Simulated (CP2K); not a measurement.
CdS (Hawleyite):

```xyz
2
Lattice="4.1246 0.0000 0.0000 2.0623 3.5720 0.0000 2.0623 1.1907 3.3677" Properties=species:S:1:pos:R:3 pbc="T T T"
Cd    0.0000    0.0000    0.0000
S     6.1868    3.5720    2.5258
```

Program: CP2K 2026.2. Alike in all runs: task band structure; potentials or basis POTENTIAL_UZH Cd GTH-PBE-q12, S GTH-PBE-q6; TZVP-MOLOPT-PBE-GTH basis; no spin polarisation; cell as given; k mesh 8 × 8 × 8; smearing fermi-dirac 0.05 eV.

Problem. Order these runs on this cell by their band gap on the k mesh, lowest first.
A. level PBEsol
B. level BEEF-vdW; cutoff of the non-local correlation (Ry) 300
C. level HLE16

Solution. A (0.98 eV), B (1.27 eV), C (2.34 eV).

Caveats: the basis of atomic orbitals isn't converged, which shifts pressures, moduli and gaps; the potentials were made for a functional far from this one (some runs).

Runs at the PBE level aren't shown here.
